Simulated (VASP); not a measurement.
Set up this calculation in VASP 6.6.1, as the native input.

```
Task                   : relaxation of cell and atoms
Functional             : PBE
Potentials or basis    : VASP PAW PBE potentials, release 64 (Cd)
Cutoff                 : 600 eV
k mesh                 : 6 × 6 × 6
Occupations            : gaussian, width 0.1 eV
Spin                   : no spin polarisation
Dipole correction      : no
Further INCAR settings : ALGO = Normal; EDIFF = 1e-06; IBRION = 2; EDIFFG = -0.04; NSW = 90; ISIF = 3
```

The structure of Cd lies in POSCAR:

```
Cd
1.0
    1.4688521610     -4.2764520796      0.0000000000
    1.4688521610      4.2764520796      0.0000000000
   -0.1247409156      0.0000000000      3.5366412700
Cd
2
Direct
    0.8690000000      0.1310000000      0.2500000000
    0.1310000000      0.8690000000      0.7500000000
```

The cell was built by a generator and needn't be a form met in nature.

One way to write it, as run:

INCAR

```
SYSTEM = Cd
PREC = Accurate
ENCUT = 600
EDIFF = 1E-6
ISMEAR = 0
SIGMA = 0.1
LREAL = .False.
LASPH = .True.
NELM = 100
ALGO = Normal
ISIF = 3
LWAVE = .False.
LCHARG = .False.
GGA = PE
IBRION = 2
NSW = 90
EDIFFG = -0.04
```

KPOINTS

```
regular mesh
0
Gamma
  6 6 6
  0 0 0
```

Potentials or basis: VASP PAW PBE potentials, release 64 (Cd).

Launch:

```bash
$ cat potpaw_PBE.64/Cd/POTCAR > POTCAR
$ mpirun -np 1 vasp_std > vasp.out
```

It gave:

The relaxed volume is 24.16 Å³/atom and the relaxed cell is a = 5.254 Å, b = 5.254 Å, c = 3.132 Å, α = 89.99°, β = 89.99°, γ = 146.03°. The space group after relaxing (to 0.05 Å) is Cmcm (No. 63), the energy gained by relaxing is 81.2 meV/atom and the ionic steps are 34. The pressure after relaxing is -0.1 GPa and the largest force after relaxing is 0.028 eV/Å. The band gap on the k mesh is none (metal or under the smearing width).

Caveat: the k mesh is coarse (spacing up to 0.38 Å⁻¹), so the values aren't converged.

It took 13 min on 1 thread of Intel(R) Xeon(R) Platinum 8375C CPU @ 2.90GHz (Ice Lake), on a shared host, peak memory 0.22 GiB.
